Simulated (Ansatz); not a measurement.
A surface is cut from this relaxed crystal of Bi2Te3:

```
CELL_PARAMETERS angstrom
2.23577 1.29082 9.83611
-2.23577 1.29082 9.83611
0.00000 -2.58164 9.83611
ATOMIC_POSITIONS crystal
Bi 0.80926 0.80926 0.80926
Bi 0.40073 0.40073 0.40073
Te 0.60503 0.60503 0.60503
Te 0.20368 0.20368 0.20368
Te 0.00631 0.00631 0.00631
```

Miller indices refer to the conventional cell of R3m (No. 160), a = 4.472 Å, b = 4.472 Å, c = 29.508 Å, α = 90.00°, β = 90.00°, γ = 120.00°.

The (001) slab of 10 planes, 17.9 Å thick with 15 Å of vacuum as cut; outer planes Te (top) and Bi (bottom).

Computed with DFT PBE, scalar-relativistic, plane waves, PAW (Ansatz 0.2.0). Settings: cutoff 420 eV, Γ-centred mesh 9×9×1 on the computed 10-atom cell, Gaussian smearing of 0.10 eV; no spin polarisation. A dipole correction removes the field between periodic images along c.

The slab's middle planes relax by over 3 % too, so it holds no bulk-like region.

Results for the relaxed slab:

* Surface energy (mean of both faces): 0.17 J/m²
* Work function: 4.85 eV (top), 4.27 eV (bottom)
* Dipole of the slab along +c, per cell: -0.05 e·Å

Relaxation lowers the energy by 0.549 J/m² a face; the largest move is 0.424 Å.

| plane (bottom to top) | atoms | spacing to next, bulk (Å) | relaxed (Å) | change (%) |
| --- | --- | --- | --- | --- |
| 1 | Bi | 2.219 | 1.691 | -23.8 |
| 2 | Bi | 1.803 | 2.402 | +33.3 |
| 3 | Te | 2.007 | 1.765 | -12.1 |
| 4 | Te | 2.005 | 1.751 | -12.7 |
| 5 | Te | 1.803 | 2.389 | +32.5 |
| 6 | Bi | 2.219 | 1.725 | -22.2 |
| 7 | Bi | 1.803 | 2.447 | +35.7 |
| 8 | Te | 2.007 | 1.751 | -12.8 |
| 9 | Te | 2.005 | 1.686 | -15.9 |
| 10 | Te |  |  |  |

Spin-orbit coupling is left out, which matters for the bands of heavy elements.

The reference crystal is a form of Bi2Te3, which isn't its usual structure.